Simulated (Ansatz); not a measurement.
# Co (P6_3/mmc) in Ansatz: a series of runs

Runs on Co. Level: LDA. Tasks: single point, equation of state.

Program: Ansatz 0.2.0. These are calculated values, not measurements. Logs are shortened: lines on timing, memory, paths and dates and some standing lists are left out, and cuts for length are marked.

### 1 The crystal as given

The structure is hexagonal, space group P6_3/mmc (No. 194). Conventional cell: a = 2.472 Å, b = 2.472 Å, c = 4.021 Å, α = 90.00°, β = 90.00°, γ = 120.00°. Co (site symmetry -6m2) is surrounded by 12 Co at 2.47 Å.

### 2 Single point, LDA, collinear spin, ferromagnetic start, 10.00 Å³/atom (volume scaled by 0.94)

File input.yaml:

```yaml
crystal:
  lattice:
    - [2.4215367659, 0.0, 0.0]
    - [-1.210768383, 2.0971123555, 0.0]
    - [0.0, 0.0, 3.9390568819]
  atoms:
    - { symbol: Co, position: [0.6666666667, 0.3333333333, 0.75], spin: 2.0 }
    - { symbol: Co, position: [0.3333333333, 0.6666666667, 0.25], spin: 2.0 }
hamiltonian:
  xc: lda
  pseudopotentials: { kind: paw }
magnetization:
  spin_polarized: true
kpoints:
  mp_grid: { grid: [12, 12, 7] }
scf:
  occupations: { method: fermi_dirac, width: 0.05 }
output:
  forces: true
  stress: true
  eigenvalues: true
```

Potentials or basis: Ansatz PAW.

Command:

```sh
ansatz run input.yaml --threads 2 --pin off --max-ram 5632MiB --backend cpu --events-out ev --progress --plain --runs-dir out
```

Log:

```text
Warning: RAYON_NUM_THREADS=2 ignored (pool sized by the plan → 2); use --threads N
Engine: ansatz 0.2.0, aarch64-unknown-linux-gnu
Pseudopotentials: kind: paw
Pseudopotential: Co, paw, valence charge 17, recommended cutoff 420 eV (normal), Co.paw.azcp
Functional definition: SPW92
  exchange = slater_x
  correlation = pw_c
Crystal: 2 atoms, lattice volume = 20.003 Å³
Basis set: ecut = 420 eV, 379 PW (Γ)
Bands: 23, of which v1, the nominal top of the filled ones, is band 17 counted from 1 (16 counted from 0)
Symmetry: 24 space group operations
Space group: P63/mmc (ITA 194), of the structure as read, at distance tolerance 2.7e-5 Å
Magnetic group: BNS 194.263 (UNI 1493), of the structure as read, at distance tolerance 2.7e-5 Å
k-points: 76 of 1008
Non-local potential: Co, projectors of the file, l = 0: 3, l = 1: 2, l = 2: 3, l = 3: 1
PAW form: soft (Blöchl's): semilocal exchange-correlation on the pseudo side does not see the compensation charge
PAW frozen core: Co, regenerated for the run's functional, and the local potential with it (the file was generated under x = pbe(κ = 0.804, μ = 0.2195149727645171), c = pbe(β = 0.06672455060314922))
PAW one-centre angular grid: Co, 590 points (default); XC on 64 Gauss nodes
Initial density: superposition of atomic densities (chi_scale 0.1, normalization cell)
Starting moments: Σ|m| = 4 μB on 2 of 2 sites
Initial wavefunctions: pseudopotential atomic-orbital guess
Functional: x = slater, c = lda
SCF iter   1: F=—  HF=-10125.046945 eV  |F-HF|=—  |Δ(HF+E_count)|=         —  Δρ=1.32e-1 (↑1.32e-1 ↓6.05e-2)  dr2=3.68e0  dr2_m=4.14e-1  M=2.867 μB ∫|m|=2.956 μB  β_m=0.30  ethr=3.10e-3  ⟨swp⟩=5.3  Hψ=13178  notcnv=0
Mixer restart at iter 1: flushing history
preconditioner: auto → none  [metal: Δε(μ)=0.012 eV  Ē_g=9.725 eV  σ=0.050 eV  W_gap=0.06  n_scr=2 (ndim 8)  ℏωp=35.2 eV  f_vac=0.000  D(μ)=2.96/eV (n_scr^D=36)  sad-step TF]
SCF iter   2: F=—  HF=-10123.800358 eV  |F-HF|=—  |Δ(HF+E_count)|=    1.25e0  Δρ=2.53e-2 (↑2.17e-2 ↓2.53e-2)  dr2=2.30e-1  dr2_m=2.96e-2  M=3.167 μB ∫|m|=3.289 μB  β_m=0.33  ethr=3.10e-3  ⟨swp⟩=2.8  Hψ=7481  notcnv=0  defer=74
SCF iter   3: F=—  HF=-10124.449241 eV  |F-HF|=—  |Δ(HF+E_count)|=   6.49e-1  Δρ=1.40e-2 (↑1.40e-2 ↓1.25e-2)  dr2=2.50e-2  dr2_m=1.38e-2  M=3.130 μB ∫|m|=3.278 μB  β_m=0.45  ethr=6.78e-4  ⟨swp⟩=2.1  Hψ=4951  notcnv=0  defer=74
SCF iter   4: F=—  HF=-10125.121685 eV  |F-HF|=—  |Δ(HF+E_count)|=   6.72e-1  Δρ=1.24e-2 (↑8.58e-3 ↓1.24e-2)  dr2=3.17e-2  dr2_m=6.91e-3  M=3.048 μB ∫|m|=3.217 μB  β_m=0.72  ethr=7.36e-5  ⟨swp⟩=2.7  Hψ=7016  notcnv=0  defer=74
SCF iter   5: F=—  HF=-10125.496442 eV  |F-HF|=—  |Δ(HF+E_count)|=   3.75e-1  Δρ=1.35e-2 (↑1.05e-2 ↓1.35e-2)  dr2=6.36e-2  dr2_m=1.10e-3  M=3.003 μB ∫|m|=3.187 μB  β_m=0.70  ethr=7.36e-5  ⟨swp⟩=2.1  Hψ=6374  notcnv=0  defer=63
SCF iter   6: F=—  HF=-10125.538579 eV  |F-HF|=—  |Δ(HF+E_count)|=   4.21e-2  Δρ=1.60e-3 (↑1.60e-3 ↓9.61e-4)  dr2=8.74e-4  dr2_m=2.97e-5  M=2.987 μB ∫|m|=3.175 μB  β_m=0.85  ethr=7.36e-5  ⟨swp⟩=2.2  Hψ=7093  notcnv=0  defer=61
SCF iter   7: F=—  HF=-10125.540595 eV  |F-HF|=—  |Δ(HF+E_count)|=   2.02e-3  Δρ=6.67e-4 (↑6.67e-4 ↓2.25e-4)  dr2=1.02e-4  dr2_m=9.61e-6  M=2.985 μB ∫|m|=3.174 μB  β_m=0.92  ethr=2.57e-6  ⟨swp⟩=2.2  Hψ=5443  notcnv=0  defer=55
SCF iter   8: F=—  HF=-10125.540713 eV  |F-HF|=—  |Δ(HF+E_count)|=   1.18e-4  Δρ=1.26e-4 (↑1.26e-4 ↓8.36e-5)  dr2=3.40e-7  dr2_m=1.99e-6  M=2.985 μB ∫|m|=3.173 μB  β_m=0.96  ethr=2.99e-7  ⟨swp⟩=2.2  Hψ=5105  notcnv=0  defer=55
SCF iter   9: F=—  HF=-10125.540713 eV  |F-HF|=—  |Δ(HF+E_count)|=   4.33e-7  Δρ=6.11e-5 (↑3.24e-5 ↓6.11e-5)  dr2=8.41e-8  dr2_m=3.92e-7  M=2.985 μB ∫|m|=3.174 μB  β_m=0.98  ethr=9.99e-10  ⟨swp⟩=2.1  Hψ=6128  notcnv=0  defer=55
SCF iter  10: F=—  HF=-10125.540713 eV  |F-HF|=—  |Δ(HF+E_count)|=   2.37e-8  Δρ=4.24e-6 (↑4.24e-6 ↓3.94e-6)  dr2=2.00e-9  dr2_m=1.04e-9  M=2.985 μB ∫|m|=3.174 μB  β_m=0.95  ethr=2.47e-10  ⟨swp⟩=1.8  Hψ=4855  notcnv=0  defer=55
SCF iter  11: F=-10125.540713 eV  HF=-10125.540713 eV  |F-HF|=4.17e-10  |Δ(HF+E_count)|=   3.17e-9  Δρ=1.60e-6 (↑1.60e-6 ↓1.03e-6)  dr2=4.12e-10  dr2_m=4.47e-11  M=2.985 μB ∫|m|=3.174 μB  ethr=5.87e-12  ⟨swp⟩=2.8  Hψ=10356  notcnv=0
SCF 1 converged in 11 iterations: F = -10125.540713 eV  dr2 = 4.12e-10
SCF converged after 11 iterations
Magnetization: 2.9848 μB (18.4924 up, 15.5076 down)
Absolute magnetization: 3.1744 μB (∫|ρ↑−ρ↓|, with the PAW one-centre terms)
Spin contamination: 0.0299 ħ² per cell (⟨S²⟩ above its minimum at these occupations)
Per-site moments (μB) at R_I (Å): [(1.5363882478376334, 0.9963096809807415), (1.5363882478376327, 0.9963096809807415)]
Free energy (F): -10125.540713 eV
Harris-Foulkes:  -10125.540713 eV  (|F-HF|=4.17e-10)
Internal energy: -10125.527785 eV  (E = F + TS)
E sigma→0 (E₀):  -10125.534249 eV
Entropy (-TS):   -0.012929 eV (-6.464 meV/atom)
Fermi energy:    20.117604 eV
--- Per-component energies (eV) ---
  E_band       = -433.626848
  E_kinetic    = 912.915051
  E_local      = -5439.636173  (includes V_loc(G=0)·N_el)
  E_nonlocal   = 918.472933
  E_hartree    = 2282.560924
  E_xc         = -317.080482
  E_vxc        = -411.664595  (∫ρ·V_xc dr)
  E_paw        = -2905.166119  (= ΣΔE_a)
  E_vpaw       = -978.834206  (= ΣTr[D̂ρ^β])
  E_aug_tail   = 0.000099  (compensation charges beyond the density's cutoff)
  E_ewald      = -5578.430520
  E_core_change = 0.836501  (= ΣΔE_core)
  E_smearing   = -0.012929  (= −TS)
  E_closure    = -0.000000  (closes the sum)
  Σ components = -10125.540713   (vs F -10125.540713, Δ=0.00e0)
--- Forces (eV/Å), atoms counted from 1 ---
  atom   1  Co    -0.00000000    -0.00000000     0.00000000
  atom   2  Co     0.00000000     0.00000000     0.00000000
  max |Σ_I F_I| component: 9.25e-18 eV/Å
--- Stress (GPa, compression-positive) ---
        0.822519       0.000000       0.000000
        0.000000       0.822519       0.000000
        0.000000       0.000000      -2.162229
  P = ⅓ Tr σ = -0.1724 GPa (-1.724 kbar)
--- Band table (eV; the first three rows and the last of 152) ---
  k-point 0 ↑: bands = ["-75.0631", "-74.9803", "-38.9169", "-38.5288", "-38.5288", "-38.4694", "-38.4663", "-38.4663", "10.6073", "14.5757", "17.4456", "17.5127", "17.5127", "17.8723", "17.8723", "18.3147", "18.3147", "19.5709", "19.5709", "19.8416", "27.1413", "42.6601", "45.8181"]
  k-point 1 ↑: bands = ["-75.0590", "-74.9845", "-38.8951", "-38.5257", "-38.5257", "-38.4920", "-38.4694", "-38.4694", "10.8248", "14.5282", "17.3847", "17.4580", "17.4580", "17.8103", "17.8103", "18.4525", "18.4525", "19.1038", "19.5573", "19.5573", "28.2950", "42.5299", "44.5334"]
  k-point 2 ↑: bands = ["-75.0476", "-74.9960", "-38.8339", "-38.5550", "-38.5171", "-38.5171", "-38.4781", "-38.4781", "11.4553", "14.2547", "17.2313", "17.3916", "17.3916", "17.6623", "17.6623", "17.8603", "18.7509", "18.7509", "19.4905", "19.4905", "30.8984", "40.9051", "43.0506"]
  k-point 75 ↓: bands = ["-73.1402", "-73.1402", "-37.0703", "-37.0703", "-36.9967", "-36.9649", "-36.7804", "-36.7804", "17.1286", "17.2221", "17.2221", "17.2396", "18.1847", "18.1847", "19.6921", "19.9794", "21.2511", "21.2511", "27.0232", "27.0232", "28.1906", "29.5014", "31.3252"]
```

Run time: 3.6 s. Hardware: 2 threads of Arm Neoverse V1, shared host; peak memory 0.34 GiB.

Results:

```yaml
Free_energy: -10125.5407 eV
Pressure: -0.2 GPa
Band_gap_on_the_k_mesh: none (metal or under the smearing width)
Net_moment: 2.98 μB per cell
Absolute_moment: 3.17 μB per cell
Site_moments: Co +1.54 μB
```

Caveat: the pressure holds a Pulay correction of +0.3 GPa for the finite cutoff; the PAW data sets come from PBE, with cores solved anew for the run's functional, which leaves a small shift of forces and pressure.

### 3 Single point, LDA, collinear spin, ferromagnetic start, 10.21 Å³/atom (volume scaled by 0.96)

Changes to input.yaml since step 2:

```diff
@@ -2,5 +2,5 @@
   lattice:
-    - [2.4215367659, 0.0, 0.0]
-    - [-1.210768383, 2.0971123555, 0.0]
-    - [0.0, 0.0, 3.9390568819]
+    - [2.4385904036, 0.0, 0.0]
+    - [-1.2192952018, 2.1118812389, 0.0]
+    - [0.0, 0.0, 3.9667976331]
   atoms:
@@ -21 +21,5 @@
   eigenvalues: true
+  write_density: true
+  write_potential: true
+  elf: true
+  volumetric_format: npy
```

Potentials or basis: Ansatz PAW.

Command:

```sh
ansatz run input.yaml --threads 2 --pin off --max-ram 5632MiB --backend cpu --events-out ev --progress --plain --runs-dir out
```

Run time: 4.3 s. Hardware: 2 threads of Arm Neoverse V1, shared host; peak memory 0.34 GiB.

It converged, with:

```
Free energy            : -10125.5327 eV
Pressure               : -5.7 GPa
Band gap on the k mesh : none (metal or under the smearing width)
Net moment             : 3.01 μB per cell
Absolute moment        : 3.20 μB per cell
Site moments           : Co +1.55 μB
```

Caveat: the pressure holds a Pulay correction of +0.3 GPa for the finite cutoff; the PAW data sets come from PBE, with cores solved anew for the run's functional, which leaves a small shift of forces and pressure.

### 4 Single point, LDA, collinear spin, ferromagnetic start, 10.43 Å³/atom (volume scaled by 0.98)

Changes to input.yaml since step 3:

```diff
@@ -2,5 +2,5 @@
   lattice:
-    - [2.4385904036, 0.0, 0.0]
-    - [-1.2192952018, 2.1118812389, 0.0]
-    - [0.0, 0.0, 3.9667976331]
+    - [2.4554087999, 0.0, 0.0]
+    - [-1.2277044, 2.1264463974, 0.0]
+    - [0.0, 0.0, 3.9941557227]
   atoms:
@@ -21,5 +21 @@
   eigenvalues: true
-  write_density: true
-  write_potential: true
-  elf: true
-  volumetric_format: npy
```

Command:

```sh
ansatz run input.yaml --threads 2 --pin off --max-ram 5632MiB --backend cpu --events-out ev --progress --plain --runs-dir out
```

It took 3.5 s on 2 threads of Arm Neoverse V1, shared host; peak memory 0.34 GiB.

Results (log left out):

```yaml
Free_energy: -10125.5109 eV
Pressure: -10.5 GPa
Band_gap_on_the_k_mesh: none (metal or under the smearing width)
Net_moment: 3.04 μB per cell
Absolute_moment: 3.25 μB per cell
Site_moments: Co +1.57 μB
```

Caveat: the pressure holds a Pulay correction of +0.3 GPa for the finite cutoff; the PAW data sets come from PBE, with cores solved anew for the run's functional, which leaves a small shift of forces and pressure.

### 5 Single point, LDA, collinear spin, ferromagnetic start, 10.64 Å³/atom

Changes to input.yaml since step 4:

```diff
@@ -2,5 +2,5 @@
   lattice:
-    - [2.4554087999, 0.0, 0.0]
-    - [-1.2277044, 2.1264463974, 0.0]
-    - [0.0, 0.0, 3.9941557227]
+    - [2.4719999032, 0.0, 0.0]
+    - [-1.2359999516, 2.1408147143, 0.0]
+    - [0.0, 0.0, 4.02114408]
   atoms:
@@ -21 +21,5 @@
   eigenvalues: true
+  write_density: true
+  write_potential: true
+  elf: true
+  volumetric_format: npy
```

Command:

```sh
ansatz run input.yaml --threads 2 --pin off --max-ram 5632MiB --backend cpu --events-out ev --progress --plain --runs-dir out
```

It took 4.1 s on 2 threads of Arm Neoverse V1, shared host; peak memory 0.35 GiB.

It converged, with:

* Free energy: -10125.4774 eV
* Pressure: -14.6 GPa
* Band gap on the k mesh: none (metal or under the smearing width)
* Net moment: 3.09 μB per cell
* Absolute moment: 3.31 μB per cell
* Site moments: Co +1.60 μB

Caveat: the pressure holds a Pulay correction of +0.3 GPa for the finite cutoff; the PAW data sets come from PBE, with cores solved anew for the run's functional, which leaves a small shift of forces and pressure.

### 6 Single point, LDA, collinear spin, ferromagnetic start, 10.85 Å³/atom (volume scaled by 1.02)

Changes to input.yaml since step 5:

```diff
@@ -2,5 +2,5 @@
   lattice:
-    - [2.4719999032, 0.0, 0.0]
-    - [-1.2359999516, 2.1408147143, 0.0]
-    - [0.0, 0.0, 4.02114408]
+    - [2.4883712406, 0.0, 0.0]
+    - [-1.2441856203, 2.1549927084, 0.0]
+    - [0.0, 0.0, 4.0477749493]
   atoms:
```

Potentials or basis: Ansatz PAW.

Command:

```sh
ansatz run input.yaml --threads 2 --pin off --max-ram 5632MiB --backend cpu --events-out ev --progress --plain --runs-dir out
```

It took 4.3 s on 2 threads of Arm Neoverse V1, shared host; peak memory 0.35 GiB.

Results (log left out):

```
Free energy            : -10125.4338 eV
Pressure               : -18.2 GPa
Band gap on the k mesh : none (metal or under the smearing width)
Net moment             : 3.15 μB per cell
Absolute moment        : 3.37 μB per cell
Site moments           : Co +1.62 μB
```

Caveat: the pressure holds a Pulay correction of +0.3 GPa for the finite cutoff; the PAW data sets come from PBE, with cores solved anew for the run's functional, which leaves a small shift of forces and pressure.

### 7 Single point, LDA, collinear spin, ferromagnetic start, 11.07 Å³/atom (volume scaled by 1.04)

Changes to input.yaml since step 6:

```diff
@@ -2,5 +2,5 @@
   lattice:
-    - [2.4883712406, 0.0, 0.0]
-    - [-1.2441856203, 2.1549927084, 0.0]
-    - [0.0, 0.0, 4.0477749493]
+    - [2.5045299482, 0.0, 0.0]
+    - [-1.2522649741, 2.1689865596, 0.0]
+    - [0.0, 0.0, 4.0740599388]
   atoms:
@@ -21,5 +21 @@
   eigenvalues: true
-  write_density: true
-  write_potential: true
-  elf: true
-  volumetric_format: npy
```

Command:

```sh
ansatz run input.yaml --threads 2 --pin off --max-ram 5632MiB --backend cpu --events-out ev --progress --plain --runs-dir out
```

Wall time 3.5 s (2 threads of Arm Neoverse V1, shared host); peak memory 0.34 GiB.

The run converged. Its results:

| Quantity | Value |
| --- | --- |
| Free energy | -10125.3812 eV |
| Pressure | -21.3 GPa |
| Band gap on the k mesh | none (metal or under the smearing width) |
| Net moment | 3.20 μB per cell |
| Absolute moment | 3.42 μB per cell |
| Site moments | Co +1.65 μB |

Caveat: the pressure holds a Pulay correction of +0.3 GPa for the finite cutoff; the PAW data sets come from PBE, with cores solved anew for the run's functional, which leaves a small shift of forces and pressure.

### 8 Single point, LDA, collinear spin, ferromagnetic start, 11.28 Å³/atom (volume scaled by 1.06)

Changes to input.yaml since step 7:

```diff
@@ -2,5 +2,5 @@
   lattice:
-    - [2.5045299482, 0.0, 0.0]
-    - [-1.2522649741, 2.1689865596, 0.0]
-    - [0.0, 0.0, 4.0740599388]
+    - [2.5204827983, 0.0, 0.0]
+    - [-1.2602413992, 2.1828021331, 0.0]
+    - [0.0, 0.0, 4.1000100648]
   atoms:
@@ -21 +21,5 @@
   eigenvalues: true
+  write_density: true
+  write_potential: true
+  elf: true
+  volumetric_format: npy
```

Command:

```sh
ansatz run input.yaml --threads 2 --pin off --max-ram 5632MiB --backend cpu --events-out ev --progress --plain --runs-dir out
```

Run time: 4.3 s. Hardware: 2 threads of Arm Neoverse V1, shared host; peak memory 0.35 GiB.

The run converged. Its results:

| Property | Result |
| --- | --- |
| Free energy | -10125.3207 eV |
| Pressure | -24.2 GPa |
| Band gap on the k mesh | none (metal or under the smearing width) |
| Net moment | 3.24 μB per cell |
| Absolute moment | 3.47 μB per cell |
| Site moments | Co +1.67 μB |

Caveat: the PAW data sets come from PBE, with cores solved anew for the run's functional, which leaves a small shift of forces and pressure.

### 9 Equation of state, LDA, collinear spin, ferromagnetic start

Potentials or basis: Ansatz PAW.

No new run: the results of the series are fitted here.

What came out:

```
Equilibrium volume                        : 9.99 Å³/atom (rough: see the caveat)
Bulk modulus at fixed shape and positions : 275 GPa (rough)
```

Energy against volume, from the lowest point:
| volume (Å³/atom) | energy (meV/atom) |
| --- | --- |
| 10.002 | 0.00 |
| 10.215 | 4.01 |
| 10.427 | 14.89 |
| 10.640 | 31.65 |
| 10.853 | 53.47 |
| 11.066 | 79.76 |
| 11.279 | 110.03 |

Caveat: the minimum lies outside the volumes run; the cell was scaled at fixed shape and fractional positions, which overstates the stiffness of a crystal with free parameters, most of all of layers and chains.
